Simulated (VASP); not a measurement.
The system is Pt.

```
Pt
1.0
    -1.58422    1.58422    1.58422
     1.58422   -1.58422    1.58422
     1.58422    1.58422   -1.58422
Pt
1
Direct
  0.00000 0.00000 0.00000
```

This isn't the form of Pt at room conditions, which is fcc.

* Program: VASP 6.6.1
* Task: relaxation of cell and atoms
* Functional: r2SCAN
* Potentials or basis: VASP PAW PBE potentials, release 64 (Pt)
* Cutoff: 600 eV
* k mesh: 10 × 10 × 10
* Occupations: fermi-dirac, width 0.05 eV
* Spin: no spin polarisation

At the start: pressure -5.9 GPa; volume 15.90 Å³/atom.

Q: How do energy, volume and symmetry change on relaxing?

A: Over 4 steps the energy falls by 7.4 meV/atom and the volume is 15.52 Å³/atom (-2.4 %); space group Im-3m (No. 229, to 0.05 Å).

Step by step:
| step | energy change (eV) | largest force (eV/Å) | pressure (GPa) | volume (Å³) |
| --- | --- | --- | --- | --- |
| 1 | 0.0000 | 0.0000 | -5.95 | 15.90 |
| 2 | 0.0450 | 0.0000 | 19.11 | 14.58 |
| 3 | -0.0074 | 0.0000 | -0.14 | 15.53 |
| 4 | -0.0074 | 0.0000 | 0.01 | 15.52 |

Final structure:
```
CELL_PARAMETERS angstrom
-1.57142 1.57142 1.57142
1.57142 -1.57142 1.57142
1.57142 1.57142 -1.57142
ATOMIC_POSITIONS crystal
Pt 0.00000 0.00000 0.00000
```

Caveat: the PAW data sets were made with another functional, which shifts forces and pressure a little.
